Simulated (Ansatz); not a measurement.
## Pressure series in ZnTe

The parent structure is ZnTe in the zinc blende structure (space group F-43m, No. 216).

```
CELL_PARAMETERS angstrom
      0.00000     3.08955     3.08955
      3.08955     0.00000     3.08955
      3.08955     3.08955     0.00000
ATOMIC_POSITIONS crystal
  Te 0.75000 0.75000 0.75000
  Zn 0.00000 0.00000 0.00000
```

Cell and atoms are relaxed at each pressure.

Computed with Kohn–Sham DFT with the PBE functional, run in Ansatz (a quantum-chemistry and plane-wave program) with PAW and 420 eV plane waves, no spin-orbit coupling.

```json
[
 {"variant": "base", "gap character": "direct at Γ", "density": "5.43 g/cm³"},
 {"variant": "pressure 1.8 GPa", "gap character": "direct at Γ", "density": "5.64 g/cm³"},
 {"variant": "pressure 4.2 GPa", "gap character": "direct at Γ", "density": "5.89 g/cm³"},
 {"variant": "pressure 9 GPa", "gap character": "direct at Γ", "density": "6.30 g/cm³"},
 {"variant": "pressure 18 GPa", "gap character": "indirect, Γ → Γ–X (86 % along)", "density": "6.90 g/cm³"},
 {"variant": "pressure 30 GPa", "gap character": "indirect, Γ → Γ–X (87 % along)", "density": "7.52 g/cm³"},
 {"variant": "pressure 45 GPa", "gap character": "indirect, Γ → a point along ⟨100⟩, about 1.0 Å⁻¹ from Γ", "density": "8.15 g/cm³"},
 {"variant": "pressure 60 GPa", "gap character": "indirect, Γ → a point along ⟨100⟩, about 1.1 Å⁻¹ from Γ", "density": "8.68 g/cm³"}
]
```

With Te present, leaving out spin-orbit coupling can change the band edges. Load acts through the strain it causes; cell and atoms are relaxed under it. No phonon test of stability was made. Measured, ZnTe leaves this structure (for cinnabar) near 9.5 GPa (temperature not stated; as listed in Datta, Sujoy, Jana, Debnarayan, arXiv (2020)), on rising pressure, with hysteresis.
